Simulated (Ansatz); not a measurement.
Runs of Ansatz 0.2.0 on Bi2Se3 (Paraguanajuatite). It takes space group R-3m (No. 166, trigonal). Conventional cell: a = 4.143 Å, b = 4.143 Å, c = 28.636 Å, α = 90.00°, β = 90.00°, γ = 120.00°. Bi (site symmetry 3m) has 6 Se at 2.85 to 3.07 Å as nearest neighbours. Se (site symmetry 3m) is surrounded by 3 Bi at 2.85 Å. Se (site symmetry -3m) is surrounded by 6 Bi at 3.07 Å. 

```tsv
task	level	cell	k mesh	cutoff (eV)	smearing	points for each segment of the path	mesh quality	gap on the mesh (eV)	pressure (GPa)	V0 of scaled cells (Å³/atom)	relaxed volume (Å³/atom)	B0 (GPa)	largest force (eV/Å)
band structure	BPBE	as given	8 × 8 × 8	420	fermi-dirac 0.05 eV	14	not flagged	(c)	2.4	-	-	-	0.16
equation of state	LDA	as given	8 × 8 × 8	420	fermi-dirac 0.05 eV	-	not flagged	-	-	27.58	-	68	-
relaxation of cell and atoms	revPBE+D4	relaxed	8 × 8 × 8	420	fermi-dirac 0.05 eV	-	not flagged	-	0.0	-	27.74	-	-
equation of state	r2SCAN	as given	8 × 8 × 8	500	fermi-dirac 0.05 eV	-	not flagged	-	-	28.99	-	63	-
band structure	PBEsol+D4	another cell of the same crystal, with 5 atoms	8 × 8 × 8	420	fermi-dirac 0.02 eV	14	not flagged	0.14	(d)	-	-	-	0.15
single point	PBE	as given	4 × 4 × 4	420	fermi-dirac 0.05 eV	-	coarse	0.23	2.4	-	-	-	0.19
relaxation of cell and atoms	PBE+D4	relaxed	8 × 8 × 8	420	fermi-dirac 0.05 eV	-	not flagged	-	0.0	-	(b)	-	-
band structure	revPBE	as given	8 × 8 × 8	420	fermi-dirac 0.05 eV	14	not flagged	0.27	(a)	-	-	-	0.16
```

Alike in all rows: potentials or basis Ansatz PAW; no spin polarisation.

**Question.** Estimate the missing entries.

**Answer.** (a) 3.8; (b) 28.14; (c) 0.21; (d) -1.7.

Caveats: some runs use coarse meshes; the PAW data sets come from PBE, with cores solved anew for the run's functional, which leaves a small shift of forces and pressure (some runs); spin-orbit coupling is left out, which as a rule narrows the gap of such compounds by several tenths of an eV (some runs); spin-orbit coupling is left out, which moves the levels of the heavy elements (some runs); the potentials were made for another functional, which shifts forces and pressure (some runs); the cell was scaled at fixed shape and fractional positions, which overstates the stiffness of a crystal with free parameters, most of all of layers and chains (some runs); the plane-wave basis is chosen anew once the cell has moved, so the energies of steps on either side of that aren't comparable (some runs).

A k mesh can miss the band edges, and the runs leave out spin-orbit coupling on Bi, Se.

Not every run made on this cell is shown here.
